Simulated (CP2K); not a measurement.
Input of a CP2K 2026.2 run:

zr_bands.inp

```
&GLOBAL
  PROJECT zr_bands
  RUN_TYPE ENERGY_FORCE
  PRINT_LEVEL LOW
&END GLOBAL
&FORCE_EVAL
  METHOD QS
  STRESS_TENSOR ANALYTICAL
  &DFT
    BASIS_SET_FILE_NAME BASIS_MOLOPT
    POTENTIAL_FILE_NAME GTH_POTENTIALS
    &MGRID
      CUTOFF 450
      REL_CUTOFF 60
      NGRIDS 5
    &END MGRID
    &QS
      METHOD GPW
      EPS_DEFAULT 1.0E-10
    &END QS
    &KPOINTS
      SCHEME MONKHORST-PACK 10 10 10
      GAMMA_CENTERED T
      SYMMETRY T
      SYMMETRY_BACKEND SPGLIB
    &END KPOINTS
    &SCF
      SCF_GUESS ATOMIC
      EPS_SCF 1.0E-6
      MAX_SCF 100
      ADDED_MOS 11
      CHOLESKY OFF
      EPS_EIGVAL 1.0E-7
      &DIAGONALIZATION ON
        ALGORITHM STANDARD
      &END DIAGONALIZATION
      &MIXING ON
        METHOD BROYDEN_MIXING
        ALPHA 0.4
        BETA 1.5
        NBUFFER 8
      &END MIXING
      &SMEAR ON
        METHOD FERMI_DIRAC
        ELECTRONIC_TEMPERATURE [K] 580.226
      &END SMEAR
    &END SCF
    &XC
      &XC_FUNCTIONAL PBE
      &END XC_FUNCTIONAL
    &END XC
    &PRINT
      &KPOINTS ON
      &END KPOINTS
      &MULLIKEN ON
      &END MULLIKEN
      &MO ON
        ENERGIES T
        OCCUPATION_NUMBERS T
        &EACH
          QS_SCF 0
        &END EACH
        ADD_LAST NUMERIC
      &END MO
      &LOWDIN ON
      &END LOWDIN
      &HIRSHFELD ON
        SHAPE_FUNCTION DENSITY
      &END HIRSHFELD
      &BAND_STRUCTURE
        FILE_NAME bands.bs
        ADDED_MOS 4
        &KPOINT_SET
          UNITS B_VECTOR
          NPOINTS 6
          SPECIAL_POINT GAMMA 0.00000000 0.00000000 0.00000000
          SPECIAL_POINT H 0.50000000 -0.50000000 0.50000000
          SPECIAL_POINT N 0.00000000 0.00000000 0.50000000
          SPECIAL_POINT GAMMA 0.00000000 0.00000000 0.00000000
          SPECIAL_POINT P 0.25000000 0.25000000 0.25000000
          SPECIAL_POINT H 0.50000000 -0.50000000 0.50000000
        &END KPOINT_SET
        &KPOINT_SET
          UNITS B_VECTOR
          NPOINTS 6
          SPECIAL_POINT P 0.25000000 0.25000000 0.25000000
          SPECIAL_POINT N 0.00000000 0.00000000 0.50000000
        &END KPOINT_SET
      &END BAND_STRUCTURE
    &END PRINT
  &END DFT
  &SUBSYS
    &CELL
      A 3.1350119617 0.0000000000 0.0000000000
      B -1.0450039872 2.9557176230 0.0000000000
      C -1.0450039872 -1.4778588115 2.5597265479
      PERIODIC XYZ
    &END CELL
    &COORD
      SCALED
      Zr  0.0000000000 0.0000000000 0.0000000000
    &END COORD
    &KIND Zr
      BASIS_SET DZVP-MOLOPT-SR-GTH-q12
      POTENTIAL GTH-BLYP-q12
    &END KIND
    &PRINT
      &ATOMIC_COORDINATES ON
      &END ATOMIC_COORDINATES
      &CELL ON
      &END CELL
    &END PRINT
  &END SUBSYS
  &PRINT
    &FORCES ON
    &END FORCES
    &STRESS_TENSOR ON
    &END STRESS_TENSOR
  &END PRINT
&END FORCE_EVAL
```

Potentials or basis: GTH_POTENTIALS Zr GTH-BLYP-q12; DZVP-MOLOPT-SR-GTH basis.

The run is started by

```sh
$ OMP_NUM_THREADS=2 cp2k.psmp -i zr_bands.inp -o zr_bands.out
```

**Question.** What does it give for the pressure?

**Answer.** -3.4 GPa.

**Question.** What does it give for the band gap on the k mesh?

**Answer.** None (metal or under the smearing width).

Levels at the corners of the path, in eV from the Fermi level:
| point | band 3 | band 4 | band 5 | band 6 | band 7 | band 8 | band 9 | band 10 |
| --- | --- | --- | --- | --- | --- | --- | --- | --- |
| Γ | -26.47 | -26.47 | -5.44 | 1.08 | 1.08 | 1.08 | 3.59 | 3.59 |
| H | -27.09 | -27.09 | -2.53 | -2.53 | 5.54 | 5.54 | 5.54 | 7.57 |
| N | -26.76 | -26.47 | -2.79 | -0.67 | 1.48 | 3.53 | 4.17 | 6.17 |
| Γ | -26.47 | -26.47 | -5.44 | 1.08 | 1.08 | 1.08 | 3.59 | 3.59 |
| P | -26.92 | -26.92 | -0.58 | -0.58 | -0.58 | 4.27 | 4.27 | 7.25 |
| H | -27.09 | -27.09 | -2.53 | -2.53 | 5.54 | 5.54 | 5.54 | 7.57 |
| P | -26.92 | -26.92 | -0.58 | -0.58 | -0.58 | 4.27 | 4.27 | 7.25 |
| N | -26.76 | -26.47 | -2.79 | -0.67 | 1.48 | 3.53 | 4.17 | 6.17 |

Caveat: the potentials were made for another functional, which shifts forces and pressure; the basis of atomic orbitals isn't converged, which shifts pressures, moduli and gaps.
